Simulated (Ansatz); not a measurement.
**SiC (Fm-3m): an equation of state far from equilibrium**

An exercise on one series of results from a longer session: the logs are not shown, and one member is left open.

Program: Ansatz 0.2.0. Level of theory: DFT PBEsol, scalar-relativistic, plane waves, PAW. These are calculated values, not measurements.

### The starting structure

Symmetry: Fm-3m, No. 225, cubic system. Conventional cell: a = 4.034 Å, b = 4.034 Å, c = 4.034 Å, α = 90.00°, β = 90.00°, γ = 90.00°. Around C (site symmetry m-3m) lie 6 Si at 2.02 Å. Around Si (site symmetry m-3m) lie 6 C at 2.02 Å.

As a file:

```xyz
2
Lattice="0.0000 2.0171 2.0171 2.0171 0.0000 2.0171 2.0171 2.0171 0.0000" Properties=species:S:1:pos:R:3 pbc="T T T"
C     0.0000    0.0000    0.0000
Si    2.0171    2.0171    2.0171
```

An earlier run at PBEsol left this cell at 8.207 Å³/atom and 0.01 GPa (18×18×18 mesh).

The first run:

Input file input.yaml:

```yaml
crystal:
  lattice:
    - [0.0, 1.989811121, 1.989811121]
    - [1.989811121, 0.0, 1.989811121]
    - [1.989811121, 1.989811121, 0.0]
  atoms:
    - { symbol: C, position: [0.0, 0.0, 0.0] }
    - { symbol: Si, position: [0.5, 0.5, 0.5] }
basis:
  ecutwfc: 420
  ecutrho_ratio: 4
kpoints:
  mp_grid: { grid: [20, 20, 20] }
hamiltonian:
  xc: pbesol
scf:
  occupations: { method: gaussian, width: 0.05 }
output:
  forces: true
  stress: true
  eigenvalues: true
```

On the command line:

```sh
ansatz run input.yaml --threads 1 --pin off --max-ram 2560MiB --backend cpu --events-out ev --progress --plain --runs-dir out
```

Among the steps run: Volume × 0.96; Volume × 1.04; Volume × 0.92; Volume × 0.88; Volume × 0.84; Volume × 0.8; Volume × 0.76; Volume × 0.72.

One table of the session follows, with a row left open; its other results are not shown here.

| volume (Å³/atom) | energy above the lowest (meV/atom) | pressure (GPa) | gap on the mesh (eV) |
| --- | --- | --- | --- |
| 5.909 | 925.0 | 171.2 | 0.62 |
| 6.237 | 619.7 | 128.4 | 0.94 |
| 6.565 | ? | ? | ? |
| 6.894 | 230.2 | 66.1 | 0.39 |
| 7.222 | 118.7 | 43.6 | 0.01 |
| 7.550 | 48.6 | 25.7 | 0.00 |
| 7.878 | 11.2 | 11.5 | 0.00 |
| 8.207 | 0.0 | 0.0 | 0.00 |
| 8.535 | 10.0 | -9.5 | 0.00 |

Q: Estimate the row for volume (Å³/atom) = 6.565 from the others.

Worked estimate for «energy above the lowest (meV/atom)». A straight line through the neighbours (6.237, 619.7) and (6.894, 230.2) gives 619.7 + (230.2 − 619.7) × (6.565 − 6.237) / (6.894 − 6.237) = 425.2; a parabola fitted to 4 rows on both sides gives 392.9.

The run gave: energy above the lowest (meV/atom): 393.2; pressure (GPa): 94.0; gap on the mesh (eV): 0.80. In «energy above the lowest (meV/atom)» the line misses by +32.0 and the parabola by -0.3.

Limits of these values: The k mesh is not the same at all volumes. Other structures may be lower in enthalpy at these pressures.
